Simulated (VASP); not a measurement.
Input of a VASP 6.6.1 run:

Contents of INCAR:

```
SYSTEM = Si3Ge
ALGO = Normal
EDIFF = 1E-6
EDIFFG = -0.01
ENCUT = 600
GGA = PE
IBRION = 2
ISIF = 3
ISMEAR = 0
LASPH = .True.
LCHARG = .False.
LREAL = .False.
LWAVE = .False.
NELM = 80
NSW = 40
PREC = Accurate
SIGMA = 0.05
```

The input KPOINTS:

```
k-points
0
Gamma
  11 11 3
  0 0 0
```

File POSCAR:

```
Si3Ge
1.0
    2.7150000000      0.0000000000      0.0000000000
   -1.3575000000      2.3512600000      0.0000000000
    0.0000000000      0.0000000000     10.1106100000
Si Ge
3 1
Direct
    0.0000000000      0.0000000000      0.5000000000
    0.0000000000      0.0000000000      0.7435600000
    0.0000000000      0.0000000000      0.2564400000
    0.0000000000      0.0000000000      0.0000000000
```

Potentials or basis: VASP PAW PBE potentials, release 64 (Si, Ge_d).

Command:

```bash
$ cat potpaw_PBE.64/Si/POTCAR potpaw_PBE.64/Ge_d/POTCAR > POTCAR
$ mpirun -np 1 vasp_std > vasp.out
```

Predict the relaxed cell.

a = 2.703 Å, b = 2.703 Å, c = 10.240 Å, α = 90.00°, β = 90.00°, γ = 120.00°.

Estimate the space group after relaxing (to 0.05 Å).

P6/mmm (No. 191).

Final structure:
```
CELL_PARAMETERS angstrom
2.70259 0.00000 0.00000
-1.35129 2.34051 0.00000
0.00000 0.00000 10.24015
ATOMIC_POSITIONS crystal
Si 0.00000 0.00000 0.50000
Si 0.00000 0.00000 0.74352
Si 0.00000 0.00000 0.25648
Ge 0.00000 0.00000 0.00000
```
